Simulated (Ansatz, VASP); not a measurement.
Two plane-wave programs on SnSe

```xyz
2
Lattice="3.6796 0.0000 0.0000 0.0000 3.6796 0.0000 0.0000 0.0000 3.6796" Properties=species:S:1:pos:R:3 pbc="T T T"
Sn    0.0000    0.0000    0.0000
Se    1.8398    1.8398    1.8398
```

Alike in both runs: functional PBE; k mesh 12 × 12 × 12; occupations fermi-dirac, width 0.03 eV; no spin polarisation.

Ansatz relaxed the structure, and its values are those at the end. VASP's run is a single point on that final structure, the one shown.

|  | VASP | Ansatz |
| --- | --- | --- |
| version | VASP 6.6.1 | Ansatz 0.2.0 |
| potentials or method | VASP PAW PBE potentials, release 64 (Sn_d, Se) | PAW with Ansatz's default frozen-core files, scalar-relativistic |
| plane-wave cutoff (eV) | 520 | 420 |
| valence electrons in the cell | 20 | 30 |

```tsv
	VASP	Ansatz	Ansatz less VASP
pressure (GPa)	0.0	0.0	+0.01
```

The two sets of potentials don't hold the same shells in valence.
